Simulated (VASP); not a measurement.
# CsH4 (P6/mmm) in VASP: reference runs

Reference runs on CsH4: the cell as given.

Program: VASP 6.6.1. These are calculated values, not measurements. Logs are shortened: lines on timing, memory, paths and dates and some standing lists are left out, and cuts for length are marked.

**1. The crystal as given**

Symmetry: P6/mmm, No. 191, hexagonal system. Conventional cell: a = 3.588 Å, b = 3.588 Å, c = 5.004 Å, α = 90.00°, β = 90.00°, γ = 120.00°. Around Cs (site symmetry 6/mmm) lie 2 H at 2.50 Å. H (site symmetry mmm) has 6 H at 1.79 Å as nearest neighbours. H (site symmetry 6/mmm) has 6 H at 1.79 Å as nearest neighbours.

The cell was built by a generator and needn't be a form met in nature.

**2. Single point, PBE**

INCAR reads:

```
PREC = Accurate
ENCUT = 520
EDIFF = 1E-7
ISMEAR = -1
SIGMA = 0.05
LREAL = F
LASPH = T
NELM = 80
ALGO = Normal
ISIF = 2
LWAVE = F
LCHARG = F
GGA = PE
NBANDS = 14
```

KPOINTS reads:

```
regular mesh
0
Gamma
  9 9 6
```

POSCAR reads:

```
CsH4
1.0
    3.5875000000      0.0000000000      0.0000000000
   -1.7937500000      3.1068700000      0.0000000000
    0.0000000000      0.0000000000      5.0044800000
Cs H
1 4
Direct
    0.0000000000      0.0000000000      0.5000000000
    0.5000000000      0.0000000000      0.0000000000
    0.0000000000      0.5000000000      0.0000000000
    0.5000000000      0.5000000000      0.0000000000
    0.0000000000      0.0000000000      0.0000000000
```

Potentials or basis: VASP PAW PBE potentials, release 64 (Cs_sv, H).

Command:

```
> cat potpaw_PBE.64/Cs_sv/POTCAR potpaw_PBE.64/H/POTCAR > POTCAR
> mpirun -np 1 vasp_std > vasp.out
```

OUTCAR:

```text
PREC = Accurate
   ENCUT = 520
   EDIFF = 1E-7
   ISMEAR = -1
   LREAL = F
   LASPH = T
   NELM = 80
   ISIF = 2
   GGA = PE

 ion  position               nearest neighbor table
   1  0.000  0.000  0.500-
   2  0.500  0.000  0.000-
   3  0.000  0.500  0.000-
   4  0.500  0.500  0.000-
   5  0.000  0.000  0.000-

  LATTYP: Found a hexagonal cell.
 ALAT       =     3.5875000000
 C/A-ratio  =     1.3949770035

  Lattice vectors:

 A1 = (   3.5875000000,   0.0000000000,   0.0000000000)
 A2 = (  -1.7937500000,   3.1068700000,   0.0000000000)
 A3 = (   0.0000000000,   0.0000000000,   5.0044800000)

Analysis of symmetry for initial positions (statically):
=====================================================================
 Subroutine PRICEL returns:
 Original cell was already a primitive cell.

 Routine SETGRP: Setting up the symmetry group for a
 hexagonal supercell.

 Subroutine GETGRP returns: Found 24 space group operations
 (whereof 24 operations were pure point group operations)
 out of a pool of 24 trial point group operations.

The static configuration has the point symmetry D_6h.

Analysis of symmetry for dynamics (positions and initial velocities):
=====================================================================
 Subroutine PRICEL returns:
 Original cell was already a primitive cell.

 Routine SETGRP: Setting up the symmetry group for a
 hexagonal supercell.

 Subroutine GETGRP returns: Found 24 space group operations
 (whereof 24 operations were pure point group operations)
 out of a pool of 24 trial point group operations.

The dynamic configuration has the point symmetry D_6h.

 Subroutine INISYM returns: Found 24 space group operations
 (whereof 24 operations are pure point group operations),
 and found     1 'primitive' translations

----------------------------------------------------------------------------------------

                                     Primitive cell

  volume of cell :      55.7794

  direct lattice vectors                    reciprocal lattice vectors
     3.587500000  0.000000000  0.000000000     0.278745645  0.160933673  0.000000000
    -1.793750000  3.106870000  0.000000000     0.000000000  0.321867346  0.000000000
     0.000000000  0.000000000  5.004480000     0.000000000  0.000000000  0.199820960

  length of vectors
[... 101 lines left out ...]
   EMIN   =  10.00;   EMAX   =-10.00  energy-range for DOS
   EFERMI =   0.00;   METHOD = LEGACY
   ISMEAR =    -1;   SIGMA  =   0.05  broadening in eV -4-tet -1-fermi 0-gaus
   EFERMI_NEDOS =   21; number of points for ismear=-14 and -15
   IALGO  =     38    algorithm
   IMIX   =      4    mixing-type and parameters
     AMIX     =   0.40;   BMIX     =  1.00
     AMIX_MAG =   1.60;   BMIX_MAG =  1.00
  volume/ion in A,a.u.               =      11.16        75.28
  Fermi-wavevector in a.u.,A,eV,Ry     =   1.007468  1.903839 13.809804  1.014992
  Thomas-Fermi vector in A             =   2.140275
   LORBIT       =      0    0 simple, 1 ext, 2 COOP (PROOUT), +10 PAW based schemes
   GGA     = PE    functional components
   LHFCALC =     F    Hartree Fock is set to
   AEXX    =    0.0000 exact exchange contribution
   IVDW    =     0    specifies the selected vdW correction
   LEPSILON=     F    determine dielectric tensor
   LRPA    =     F    only Hartree local field effects (RPA)
 non-spin polarized calculation
  energy-cutoff  :      520.00
  volume of cell :       55.78
 maximum number of plane-waves:      1521
 NGX is ok and might be reduce to    28
   NGX = 13   NGY = 13   NGZ = 19

 number of electron      13.0000001 magnetization

 Free energy of the ion-electron system (eV)
  ---------------------------------------------------
  ext. energy  EPLUGINS =         0.00000000
  ---------------------------------------------------
  free energy    TOTEN  =        -9.84816188 eV

  energy without entropy =       -9.84554581  energy(sigma->0) =       -9.84685385

 E-fermi :   3.1116     XC(G=0):  -9.2217

 val. band max:        2.9538579189   @ k =   0.4444   0.0000   0.1667
 cond. band min:       3.1253751259   @ k =   0.3333   0.0000   0.0000
 fundamental gap:      0.1715172069
 Fermi energy:         3.1115575920

 k-point     1 :       0.0000    0.0000    0.0000
  band No.  band energies     occupation
      1     -20.6618      2.00000
      2      -7.3071      2.00000
      3      -5.8466      2.00000
      4      -5.8466      2.00000
      5      -5.8326      2.00000
      6       3.2534      0.11076
      7       5.1426      0.00000
      8       5.1426      0.00000
      9       6.6384      0.00000
     10       8.1701      0.00000
     11       8.1701      0.00000
     12       8.2996      0.00000
     13      10.8109      0.00000
     14      10.9888      0.00000
[... 377 lines left out ...]
      1     -20.0063      2.00000
      2      -8.1393      2.00000
      3      -8.1393      2.00000
      4      -6.7028      2.00000
      5      -0.9355      2.00000
      6      -0.9355      2.00000
      7      -0.8804      2.00000
      8       5.9664      0.00000
      9       5.9664      0.00000
     10       7.9015      0.00000
     11       7.9015      0.00000
     12       7.9291      0.00000
     13      11.9180      0.00000
     14      13.3854      0.00000

 [... further k-points ...]

------------------------ aborting loop because EDIFF is reached ----------------------------------------

  FORCE on cell =-STRESS in cart. coord.  units (eV):
  Direction    XX          YY          ZZ          XY          YZ          ZX
  --------------------------------------------------------------------------------------
  -------------------------------------------------------------------------------------
  Total        0.0301189      0.0301189      0.1183180      0.0000000      0.0000000      0.0000000
  in kB        0.8651179      0.8651200      3.3985013      0.0000000      0.0000000      0.0000000
  external PRESSURE =       1.7095797 kB  Pullay stress =       0.0000000 kB

 VOLUME and BASIS-vectors are now :
 -----------------------------------------------------------------------------
  energy-cutoff  :      520.00
  volume of cell :       55.78
      direct lattice vectors                 reciprocal lattice vectors
     3.587500000  0.000000000  0.000000000     0.278745645  0.160933673  0.000000000
    -1.793750000  3.106870000  0.000000000     0.000000000  0.321867346  0.000000000
     0.000000000  0.000000000  5.004480000     0.000000000  0.000000000  0.199820960

 POSITION                                       TOTAL-FORCE (eV/Angst)
 -----------------------------------------------------------------------------------
      0.00000      0.00000      2.50224        -0.000000      0.000000      0.000000
      1.79375      0.00000      0.00000         0.000000      0.000000      0.000000
     -0.89687      1.55343      0.00000        -0.000000      0.000000      0.000000
      0.89687      1.55343      0.00000         0.000000      0.000000      0.000000
      0.00000      0.00000      0.00000         0.000000      0.000000      0.000000
 -----------------------------------------------------------------------------------
    total drift:                                0.000000      0.000000      0.000000

  FREE ENERGIE OF THE ION-ELECTRON SYSTEM (eV)
  ---------------------------------------------------
  free  energy   TOTEN  =        -9.8481618839 eV

  energy  without entropy=       -9.8455458083  energy(sigma->0) =       -9.84685385
```

stdout:

```text
POSCAR found type information on POSCAR CsH
 POSCAR found :  2 types and       5 ions
 scaLAPACK will be used
 LDA part: xc-table for (Slater+PW92), standard interpolation
 POSCAR, INCAR and KPOINTS ok, starting setup
 FFT: planning ... GRIDC
 FFT: planning ... GRID_SOFT
 FFT: planning ... GRID
 WAVECAR not read
 entering main loop
```

Wall time 41 s (1 thread of Intel Xeon Platinum 8488C (Sapphire Rapids), shared host); peak memory 0.19 GiB.

Results:

- Free energy: -9.8482 eV
- Pressure: 0.2 GPa
- Band gap on the k mesh: none (metal or under the smearing width)

Spin-orbit coupling is left out, which matters for the levels of Cs.
